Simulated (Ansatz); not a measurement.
CuAu: programs and potentials compared

```xyz
2
Lattice="1.4431 0.8331 4.2562 -1.4431 0.8331 4.2562 0.0000 -1.6663 4.2562" Properties=species:S:1:pos:R:3 pbc="T T T"
Au    0.0000    0.0000    0.0000
Cu    0.0000    0.0000    6.3843
```

The cell comes from a database or a generator and needn't be the stable form of this composition.

Alike in all runs: task band structure; functional PBEsol; k mesh 11 × 11 × 11; occupations fermi-dirac, width 0.05 eV; no spin polarisation; no spin-orbit coupling. Pressure is positive in compression and, in plane waves, holds the error of the finite cutoff, which Ansatz's Pulay term estimates and takes out.

```tsv
program and potentials	plane-wave cutoff (eV)	start seed	points for each segment of the path	start density	notes	pressure (GPa)
Ansatz, Ansatz PAW	420	0	14	network	potentials made for PBE, which Ansatz adapts in part; 19 valence electrons an atom on average; Pulay term of +0.07 GPa included	-8.10
Ansatz, PAW datasets made for the crystal	280	-	-	atoms	11 valence electrons an atom on average	-8.10
Ansatz, all-electron LAPW, scalar-relativistic	-	-	-	atoms	-	-8.10
```

All agree on the pressure.

The functional is the same throughout but for its coding, so the spread measures potentials, basis and numerics; runs on potential files found faulty are left out.
